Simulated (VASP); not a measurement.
# ZrO$_{2}$ (relaxed from the CdCl2 structure, space group Fm-3m): computed properties

These are r2SCAN meta-GGA, VASP's PBE PAW potentials (set 64) (plane waves; VASP) values and carry that method's errors.

```yaml
space_group: Fm-3m (225)
cell: a = b = c = 5.0929 Å, α = β = γ = 90.00°
volume_per_atom: 11.01 Å³/atom
band gap (over mesh and band path): 3.87 eV
smallest direct gap (over mesh and band path): 4.27 eV
band_edge_character: indirect, F to Γ
density: 6.20 g/cm³
```

ZrO₂ is taken in the cubic space group Fm-3m (No. 225), the fluorite structure, Pearson symbol cF12. Cell: a = b = c = 5.093 Å, α = β = γ = 90.00°. Zr on 4a is surrounded by 8 O at 2.205 Å (cubic). O on 8c sees 4 Zr at 2.205 Å (tetrahedral). (Neighbours: up to the widest gap in distance over summed covalent radii, below 1.35, at either atom; cation-cation and far metal-metal contacts left out.)
(The calculation used a cell of 3 atoms; values per cell refer to that cell.)

The structure was generated: ZrO2 was put into the CdCl2 type (R-3m), which need not be its known phase. It was relaxed first, which changed the volume by -15 %. The relaxed cell has space group Fm-3m. Symmetry was kept, so distortions that lower it aren't found.
